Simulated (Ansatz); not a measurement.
Crystal: Ga.

```xyz
1
Lattice="2.7165 0.0000 0.0000 0.0000 2.7165 0.0000 0.0000 0.0000 2.7165" Properties=species:S:1:pos:R:3 pbc="T T T"
Ga    0.0000    0.0000    0.0000
```

The cell was built by a generator and needn't be a form met in nature.

```yaml
Program: Ansatz 0.2.0
Task: relaxation of cell and atoms
Functional: LDA
Potentials_or_basis: Ansatz PAW
Cutoff: "420 eV (not typed: the program's choice for these potentials)"
k_mesh: 10 × 10 × 10
Occupations: fermi-dirac, width 0.05 eV
Spin: no spin polarisation
```

At the start: volume 20.05 Å³/atom.

Question: How do energy, volume and symmetry change on relaxing?

Answer: It ends after 6 steps and the volume is 18.03 Å³/atom (-10.1 %); space group Pm-3m (No. 221, to 0.05 Å).

Step by step:
| step | energy change (eV) | largest force (eV/Å) | volume (Å³) |
| --- | --- | --- | --- |
| 1 | 0.0000 | 0.0000 | 20.05 |
| 2 | -0.0328 | 0.0000 | 18.49 |
| 3 | -0.0346 | 0.0000 | 17.79 |
| 4 | -0.0352 | 0.0000 | 18.04 |
| 5 | -0.0353 | 0.0000 | 18.03 |
| 6 | -0.0350 | 0.0000 | 18.03 |

Final structure:
```cif
data_structure
_symmetry_space_group_name_H-M 'P 1'
_symmetry_Int_Tables_number 1
_cell_length_a 2.6221
_cell_length_b 2.6221
_cell_length_c 2.6221
_cell_angle_alpha 90.000
_cell_angle_beta 90.000
_cell_angle_gamma 90.000
_cell_volume 18.03
loop_
_atom_site_label
_atom_site_type_symbol
_atom_site_fract_x
_atom_site_fract_y
_atom_site_fract_z
_atom_site_occupancy
Ga1 Ga 0.00000 0.00000 0.00000 1
```

Caveat: the plane-wave basis is chosen anew once the cell has moved, so the energies of steps on either side of that aren't comparable; the PAW data sets come from PBE, with cores solved anew for the run's functional, which leaves a small shift of forces and pressure.
